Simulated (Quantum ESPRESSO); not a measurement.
Sc under changes of volume

One of the cells (25.002 Å³/atom); the others are scaled copies at fixed shape and fractional positions:

```xyz
2
Lattice="3.3090 0.0000 0.0000 -1.6545 2.8657 0.0000 0.0000 0.0000 5.2733" Properties=species:S:1:pos:R:3 pbc="T T T"
Sc    1.6545    0.9552    3.9550
Sc    0.0000    1.9105    1.3183
```

* Program: Quantum ESPRESSO 7.5
* Functional: r2SCAN
* Potentials or basis: SG15 PBE 1.2
* Cutoff: 952 eV
* Density cutoff: 3810 eV
* k mesh: 7 × 7 × 4
* Occupations: fermi-dirac, width 0.05 eV
* Spin: no spin polarisation

```tsv
volume (Å³/atom)	energy over the lowest point (meV/atom)	pressure (GPa)
23.502	?	?
24.002	6.01	2.3
24.502	1.18	1.0
25.002	0.00	-0.1
25.502	2.20	-1.1
26.002	7.52	-2.1
26.502	15.70	-3.0
```

**Question.** What does the run at 23.502 Å³/atom give?

**Answer.** Energy over the lowest point 14.83 meV/atom; pressure 3.6 GPa.

Worked out: A Birch-Murnaghan fit of order 3 (a polynomial in V^(-2/3)) to the other rows has its minimum at 24.92 Å³/atom with B0 = V·E''(V) = 55 GPa and B' = 3.0 at fixed shape and positions, which overstates the stiffness. It gives 14.81 meV/atom at 23.502 Å³/atom, against the run's 14.83, and -dE/dV = 3.5 GPa, against 3.6.

Energies are extrapolated to zero smearing.

Caveats: the potentials were made for another functional, which shifts forces and pressure.
